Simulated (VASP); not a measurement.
Output of a VASP run:

### OSZICAR
```
       N       E                     dE             d eps       ncg     rms          rms(c)
DAV:   1     0.497362403185E+02    0.49736E+02   -0.58494E+03   480   0.946E+02
DAV:   2    -0.394809816770E+02   -0.89217E+02   -0.83182E+02   752   0.170E+02
DAV:   3    -0.458787172674E+02   -0.63977E+01   -0.63799E+01   592   0.529E+01
DAV:   4    -0.459366545604E+02   -0.57937E-01   -0.57926E-01   548   0.605E+00
DAV:   5    -0.459371639390E+02   -0.50938E-03   -0.50934E-03   600   0.551E-01    0.173E+00
DAV:   6    -0.428679625616E+02    0.30692E+01   -0.59969E-01   532   0.646E+00    0.143E+00
DAV:   7    -0.416197696021E+02    0.12482E+01   -0.46553E-01   548   0.530E+00    0.560E-01
DAV:   8    -0.423444896598E+02   -0.72472E+00   -0.35924E-01   480   0.595E+00    0.450E-01
DAV:   9    -0.423546950337E+02   -0.10205E-01   -0.15411E-01   480   0.438E+00    0.269E-01
DAV:  10    -0.423410886467E+02    0.13606E-01   -0.15811E-01   480   0.421E+00    0.879E-02
DAV:  11    -0.423056073797E+02    0.35481E-01   -0.28644E-02   504   0.198E+00    0.681E-02
DAV:  12    -0.423203205986E+02   -0.14713E-01   -0.10346E-02   524   0.122E+00    0.480E-02
DAV:  13    -0.423190113709E+02    0.13092E-02   -0.26847E-04   580   0.174E-01    0.381E-02
DAV:  14    -0.423220396910E+02   -0.30283E-02   -0.12451E-03   500   0.402E-01    0.654E-03
DAV:  15    -0.423221684949E+02   -0.12880E-03   -0.68075E-05   572   0.106E-01    0.460E-03
DAV:  16    -0.423221914674E+02   -0.22973E-04   -0.31430E-06   364   0.212E-02    0.442E-03
DAV:  17    -0.423221783949E+02    0.13073E-04   -0.37603E-06   376   0.276E-02    0.283E-03
DAV:  18    -0.423222074881E+02   -0.29093E-04   -0.16629E-05   348   0.536E-02    0.102E-03
DAV:  19    -0.423222078881E+02   -0.39998E-06   -0.59401E-07   288   0.944E-03
   1 F= -.42322208E+02 E0= -.42322208E+02  d E =-.423222E+02
```

File OUTCAR:
```
------------------------ aborting loop because EDIFF is reached ----------------------------------------
  FORCE on cell =-STRESS in cart. coord.  units (eV):
  Direction    XX          YY          ZZ          XY          YZ          ZX
  --------------------------------------------------------------------------------------
  Total       -0.0172407     -0.0172407     -0.0172407      0.0000000      0.0000000     -0.0000000
  in kB       -0.3412790     -0.3412790     -0.3412790      0.0000000      0.0000000     -0.0000000
  external PRESSURE =      -0.3412790 kB  Pullay stress =       0.0000000 kB
  volume of cell :       80.94
      direct lattice vectors                 reciprocal lattice vectors
     4.325659170  0.000000000  0.000000000     0.231178639  0.000000000  0.000000000
     0.000000000  4.325659170  0.000000000     0.000000000  0.231178639  0.000000000
     0.000000000  0.000000000  4.325659170     0.000000000  0.000000000  0.231178639
 POSITION                                       TOTAL-FORCE (eV/Angst)
 -----------------------------------------------------------------------------------
      0.00000      0.00000      0.00000         0.000000      0.000000      0.000000
      2.16283      2.16283      2.16283         0.000000      0.000000      0.000000
 -----------------------------------------------------------------------------------
    total drift:                                0.000000      0.000000     -0.000000
  FREE ENERGIE OF THE ION-ELECTRON SYSTEM (eV)
  ---------------------------------------------------
  free  energy   TOTEN  =       -42.3222078881 eV

  energy  without entropy=      -42.3222078881  energy(sigma->0) =      -42.32220789

 reached required accuracy - stopping structural energy minimisation
```
(Selected blocks of OUTCAR.)

File POSCAR:
```
CsBr
1
    4.3256591704     0.0000000000     0.0000000000
    0.0000000000     4.3256591704     0.0000000000
    0.0000000000     0.0000000000     4.3256591704
Cs Br
1 1
Direct
  0.0000000000   0.0000000000   0.0000000000
  0.5000000000   0.5000000000   0.5000000000
```

### Question
Write an INCAR and KPOINTS that could have produced this output.

### Answer
One answer among several that fit: the input of the run itself, r2SCAN meta-GGA, plane waves, VASP's PBE PAW potentials (set 64).

### INCAR
```
SYSTEM = CsBr
PREC = Normal; ENCUT = 400; LREAL = .FALSE.
LASPH = .TRUE.
EDIFF = 1E-5; NELM = 100; NELMIN = 4
ALGO = Normal; LMAXMIX = 4; LMIXTAU = .TRUE.
ISMEAR = 0; SIGMA = 0.05
METAGGA = R2SCAN
IBRION = 2; NSW = 20; ISIF = 2
EDIFFG = -0.03
LWAVE = .FALSE.; LCHARG = .FALSE.
```

KPOINTS:
```
Automatic mesh
0
Gamma
7 7 7
0 0 0
```

POTCAR, in this order: Cs_sv Br (PBE.64 set). Program: vasp_std.

The compound is CsBr in the CsCl type structure. It was relaxed first.
